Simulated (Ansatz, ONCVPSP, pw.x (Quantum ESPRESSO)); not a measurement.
# What a changed setting does to a pw.x run (fcc Be)

Potential: optimised norm-conserving Vanderbilt (ONCV), ONCVPSP 4.0.1.1 (patched build), PBE; core [He], reference 2s1.75; waves: 2s: rc 1.60 bohr, ncon 3, nbas 6, qcut 4.2 1/bohr, 2 projectors, debl 3.8 Ha; p scattering state at 0.41 Ha: rc 1.35 bohr, ncon 4, nbas 8, qcut 5.9 1/bohr, 2 projectors, debl 3.1 Ha; d scattering state at 0.12 Ha: rc 1.70 bohr, ncon 5, nbas 8, qcut 5.8 1/bohr, 2 projectors, debl 0.4 Ha; local part: polynomial inside 1.05 bohr (lpopt 1, dvloc0 -1 Ha); core correction: Teter function, fcfact 3.25, rcfact 1.55.

The reference run (k-mesh 18³, cutoffs 50/200 Ry, Fermi–Dirac 0.01 Ry, mixing_beta 0.4, conv_thr 1e-9, no spin) gives -1.61 GPa at 7.914 Å³/atom, where all-electron LAPW gives -0.36 GPa. This run, with its own iteration cap, changes k-mesh shift to 1.

```
&control
  calculation='scf', prefix='x', pseudo_dir='./', outdir='./tmp', tstress=.true., disk_io='none'
/
&system
  ibrav=0, nat=1, ntyp=1, ecutwfc=50, ecutrho=200, nbnd=8,
  occupations='smearing', smearing='fd', degauss=0.01
/
&electrons
  conv_thr=1e-09, mixing_beta=0.4, electron_maxstep=50
/
ATOMIC_SPECIES
Be 1.0 Be.UPF
CELL_PARAMETERS angstrom
  0.00000000 1.58169236 1.58169236
  1.58169236 0.00000000 1.58169236
  1.58169236 1.58169236 0.00000000
ATOMIC_POSITIONS crystal
Be 0.0000 0.0000 0.0000
K_POINTS automatic
18 18 18 1 1 1
```

```bash
pw.x < Be.scf.in > Be.scf.out
```

Task: How does the run end?

Result: It converges in 4 iterations; the free energy moves by +0.0 meV/atom and the pressure by -0.10 GPa.

```
Message from routine setup:
     using ibrav=0 with symmetry is DISCOURAGED, use correct ibrav instead
     lattice parameter (alat)  =       4.2270  a.u.
     unit-cell volume          =      53.4063 (a.u.)^3
     number of electrons       =         2.00
     number of Kohn-Sham states=            8
     kinetic-energy cutoff     =      50.0000  Ry
     charge density cutoff     =     200.0000  Ry
     scf convergence threshold =      1.0E-09
     Exchange-correlation= PBE
     number of k points=   570  Fermi-Dirac smearing, width (Ry)=  0.0100
     iteration #  1     ecut=    50.00 Ry     beta= 0.40
     total energy              =      -2.40479871 Ry
     estimated scf accuracy    <       0.00007085 Ry
     iteration #  2     ecut=    50.00 Ry     beta= 0.40
     total energy              =      -2.40487799 Ry
     estimated scf accuracy    <       0.00002638 Ry
     iteration #  3     ecut=    50.00 Ry     beta= 0.40
     total energy              =      -2.40487990 Ry
     estimated scf accuracy    <          9.4E-09 Ry
     iteration #  4     ecut=    50.00 Ry     beta= 0.40
     the Fermi energy is     8.4981 ev
!    total energy              =      -2.40487995 Ry
     estimated scf accuracy    <          7.7E-11 Ry
     smearing contrib. (-TS)   =      -0.00050458 Ry
     The total energy is F=E-TS. E is the sum of the following terms:
     one-electron contribution =       2.02226298 Ry
     hartree contribution      =       0.00129624 Ry
     xc contribution           =      -1.36007563 Ry
     ewald contribution        =      -3.06785895 Ry
     convergence has been achieved in   4 iterations
          total   stress  (Ry/bohr**3)                   (kbar)     P=      -17.16
     Message from routine punch:
     Nothing written, as per user request (disk_io='none')
```

The run took about 16 s on one core of a shared host (Neoverse-N1, 64 threads, 124 GiB, load 54).
